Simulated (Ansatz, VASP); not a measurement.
**One calculation of Si, two programs**

```xyz
4
Lattice="3.9494 0.0000 0.0000 -1.9747 3.4203 0.0000 0.0000 0.0000 6.0162" Properties=species:S:1:pos:R:3 pbc="T T T"
Si    0.0000    0.0000    1.5040
Si    0.0000    0.0000    4.5121
Si    0.0000    2.2802    1.5040
Si    1.9747    1.1401    4.5121
```

Alike in both runs: functional PBE; k mesh 6 × 6 × 2; occupations gaussian, width 0.1 eV; no spin polarisation.

Ansatz relaxed the structure, and its values are those at the end. VASP's run is a single point on that final structure, the one shown.

|  | VASP | Ansatz |
| --- | --- | --- |
| version | VASP 6.6.1 | Ansatz 0.2.0 |
| potentials or method | VASP PAW PBE potentials, release 64 (Si) | scalar-relativistic, plane waves, PAW |
| plane-wave cutoff (eV) | 520 | 420 |
| valence electrons in the cell | 16 | 16 |

|  | VASP | Ansatz | Ansatz less VASP |
| --- | --- | --- | --- |
| gap on the k mesh at the Fermi level (eV) | none | none | - |
| pressure (GPa) | -0.1 | -0.1 | +0.08 |

A gap of «none» marks a metal or a gap that the smearing closes.

Caveats: the k mesh is coarse (spacing up to 0.52 Å⁻¹), so the values aren't converged.
